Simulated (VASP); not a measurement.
# SnS2 (Berndtite-2T) (P-3m1) in VASP: further runs, part 2 of 2

VASP 6.6.1. Earlier steps stand in the parts before.

## 3. Dielectric tensor, PBE+D3(BJ)

INCAR

```
PREC = Accurate
ENCUT = 600
EDIFF = 1E-8
ISMEAR = 0
SIGMA = 0.03
LREAL = False
LASPH = True
NELM = 80
ALGO = Normal
ISIF = 2
LWAVE = False
LCHARG = False
GGA = PE
IVDW = 12
LEPSILON = True
KPAR = 2
```

KPOINTS

```
regular mesh
0
Gamma
  15 15 8
```

POSCAR

```
SnS2                                    
1.0
    3.6582964975      0.0000000000      0.0000000000
   -1.8291482487      3.1681777014      0.0000000000
    0.0000000000     -0.0000000000      5.7020917360
  Sn              S             
     1     2
Direct
     1.0000000000000000    0.0000000000000000    1.0000000000000000
     0.3333333332999970    0.6666666667000030    0.2591259051432834
     0.6666666667000030    0.3333333332999970    0.7408740948567166
```

Potentials or basis: VASP PAW PBE potentials, release 64 (Sn_d, S).

Started as:

```
$ cat potpaw_PBE.64/Sn_d/POTCAR potpaw_PBE.64/S/POTCAR > POTCAR
$ mpirun -np 2 vasp_std > vasp.out
```

OUTCAR:

```text
PREC = Accurate
   ENCUT = 600
   EDIFF = 1E-8
   ISMEAR = 0
   LREAL = False
   LASPH = True
   NELM = 80
   ISIF = 2
   GGA = PE
   IVDW = 12
   LEPSILON = True
 IVDW          = 12

 ion  position               nearest neighbor table
   1  0.000  0.000  0.000-   2 2.58   3 2.58   2 2.58   3 2.58   3 2.58   2 2.58
   2  0.333  0.667  0.259-   1 2.58   1 2.58   1 2.58
   3  0.667  0.333  0.741-   1 2.58   1 2.58   1 2.58

  LATTYP: Found a hexagonal cell.
 ALAT       =     3.6582964975
 C/A-ratio  =     1.5586740276

  Lattice vectors:

 A1 = (   3.6582964975,   0.0000000000,   0.0000000000)
 A2 = (  -1.8291482487,   3.1681777014,   0.0000000000)
 A3 = (   0.0000000000,   0.0000000000,   5.7020917360)

Analysis of symmetry for initial positions (statically):
=====================================================================
 Subroutine PRICEL returns:
 Original cell was already a primitive cell.

 Routine SETGRP: Setting up the symmetry group for a
 hexagonal supercell.

 Subroutine GETGRP returns: Found 12 space group operations
 (whereof 12 operations were pure point group operations)
 out of a pool of 24 trial point group operations.

[... 714 lines left out ...]
  free energy    TOTEN  =        -1.25257904 eV

  energy without entropy =       -1.25257904

------------------------ aborting loop because EDIFF is reached ----------------------------------------

 Edisp (eV)   -1.01084

 E8    (eV) :    -0.4133

 PIEZOELECTRIC TENSOR FIELD DIRECTION 3  (e Angst)
 -----------------------------------------------------------------------------
     0.00359 -0.00000  0.00000           (  0.00001  0.00000  0.00000)
     0.00000  0.00359 -0.00000           (  0.00000  0.00001 -0.00000)
    -0.00000  0.00000 -0.00447           (  0.00000 -0.00000 -0.00001)

 PIEZOELECTRIC TENSOR FIELD DIRECTION 3  (C/m^2)
 -----------------------------------------------------------------------------
     0.00087 -0.00000  0.00000
     0.00000  0.00087 -0.00000
    -0.00000  0.00000 -0.00108

 MACROSCOPIC STATIC DIELECTRIC TENSOR (including local field effects in DFT)
 ------------------------------------------------------
           8.919840     0.000000    -0.000000
           0.000000     8.919840     0.000000
          -0.000000     0.000000     7.396077
 ------------------------------------------------------

 PIEZOELECTRIC TENSOR (including local field effects)  for field in x, y, z        (e  Angst)
          XX          YY          ZZ          XY          YZ          ZX
  --------------------------------------------------------------------------------
  x     0.00000     0.00000     0.00000     0.00000     0.00000     0.00000
  y     0.00000     0.00000     0.00000     0.00000     0.00000     0.00000
  z     0.00000     0.00000     0.00000     0.00000     0.00000     0.00000

 PIEZOELECTRIC TENSOR (including local field effects)  for field in x, y, z        (C/m^2)
          XX          YY          ZZ          XY          YZ          ZX
  --------------------------------------------------------------------------------
  x     0.00000     0.00000     0.00000     0.00000     0.00000     0.00000
  y     0.00000     0.00000     0.00000     0.00000     0.00000     0.00000
  z     0.00000     0.00000     0.00000     0.00000     0.00000     0.00000

 BORN EFFECTIVE CHARGES (including local field effects) (in |e|, cummulative output)
 ---------------------------------------------------------------------------------
 ion    1
    1     4.94692     0.00000    -0.00000
    2     0.00000     4.94692     0.00000
    3    -0.00000     0.00000     2.13301
 ion    2
    1    -2.47346    -0.00000    -0.00000
    2    -0.00000    -2.47346     0.00000
    3     0.00000    -0.00000    -1.06651
 ion    3
    1    -2.47346    -0.00000    -0.00000
    2    -0.00000    -2.47346     0.00000
    3     0.00000    -0.00000    -1.06651
```

OSZICAR:

```text
N       E                     dE             d eps       ncg     rms          rms(c)
DAV:   1     0.214186966775E+03    0.21419E+03   -0.13891E+04  6570   0.203E+03
DAV:   2     0.112430446978E+02   -0.20294E+03   -0.19891E+03  7010   0.444E+02
DAV:   3    -0.128089859397E+02   -0.24052E+02   -0.23121E+02  8327   0.131E+02
DAV:   4    -0.136027235328E+02   -0.79374E+00   -0.79273E+00  8270   0.249E+01
[... 11 lines left out ...]
RMM:  10    -0.125255201898E+01   -0.42805E-04   -0.12165E-05 13453   0.785E-03    0.187E-03
RMM:  11    -0.125258103776E+01   -0.29019E-04   -0.73143E-06 13031   0.349E-03    0.256E-04
RMM:  12    -0.125257961996E+01    0.14178E-05   -0.32763E-06 14407   0.144E-03    0.196E-04
RMM:  13    -0.125257877240E+01    0.84756E-06   -0.98512E-07 12206   0.899E-04    0.118E-04
RMM:  14    -0.125257918493E+01   -0.41253E-06   -0.64842E-06 11013   0.730E-04    0.632E-05
RMM:  15    -0.125257903964E+01    0.14529E-06   -0.14889E-07  8963   0.688E-04    0.798E-06
```

stdout:

```text
POSCAR found type information on POSCAR SnS
 POSCAR found :  2 types and       3 ions
 scaLAPACK will be used
 LDA part: xc-table for (Slater+PW92), standard interpolation
 POSCAR, INCAR and KPOINTS ok, starting setup
 FFT: planning ... GRIDC
 FFT: planning ... GRID_SOFT
 FFT: planning ... GRID
 WAVECAR not read
 entering main loop
 Linear response reoptimize wavefunctions to high precision
 Linear response G [H, r] |phi>, progress :
  Direction:   1
 Linear response G [H, r] |phi>, progress :
  Direction:   2
 Linear response G [H, r] |phi>, progress :
  Direction:   3
 Linear response to external field (no local field effect), progress :
  Direction:   1
 dielectric tensor                  component  1 :     9.916    -2.050    -0.303
 Linear response to external field (no local field effect), progress :
  Direction:   2
 dielectric tensor                  component  2 :    -2.050     9.203    -0.993
 Linear response to external field (no local field effect), progress :
  Direction:   3
 dielectric tensor                  component  3 :    -0.303    -0.993     9.542
 Linear response to external field, progress :
  Direction:   1
 dielectric tensor                  component  1 :     8.920    -0.960     0.069
 Linear response to external field, progress :
  Direction:   2
 dielectric tensor                  component  2 :    -0.951     8.920    -0.000
 Linear response to external field, progress :
  Direction:   3
 dielectric tensor                  component  3 :    -0.331    -0.828     7.396
 Born effective charges drift removed
```

Run time: 27 min. Hardware: 2 MPI ranks of Intel Xeon Platinum 8375C at 2.90GHz (Ice Lake), shared host; peak memory 1.5 GiB.

What came out:

| Quantity | Value |
| --- | --- |
| Band gap on the k mesh | 1.19 eV, indirect (least direct gap 1.68 eV) |
| Electronic dielectric tensor (diagonal) | 8.92, 8.92, 7.40 |
| Born charges (mean of the diagonal) | Sn +4.01; S -2.00 e |
| Dispersion energy per atom | -0.337 eV |

Levels at points of the mesh, in eV from the valence-band top:
| k point | band 11 | band 12 | band 13 | band 14 | band 15 | band 16 |
| --- | --- | --- | --- | --- | --- | --- |
| (0.00, 0.00, 0.00) | -0.62 | -0.62 | -0.01 | 1.67 | 3.43 | 5.26 |
| (0.00, 0.00, 0.50) | -0.96 | -0.41 | -0.41 | 2.99 | 3.52 | 4.90 |

Electronic dielectric tensor:
```
8.92 0.00 0.00
0.00 8.92 0.00
0.00 0.00 7.40
```

Born effective charge tensors (e):
atom 1, Sn
```
4.95 0.00 0.00
0.00 4.95 0.00
0.00 0.00 2.13
```
atom 2, S
```
-2.47  0.00  0.00
 0.00 -2.47  0.00
 0.00  0.00 -1.07
```
atom 3, S
```
-2.47  0.00  0.00
 0.00 -2.47  0.00
 0.00  0.00 -1.07
```

Caveat: spin-orbit coupling is left out, which moves the levels of the heavy elements; an odd mesh through Γ misses points on the zone boundary, where band edges often lie.
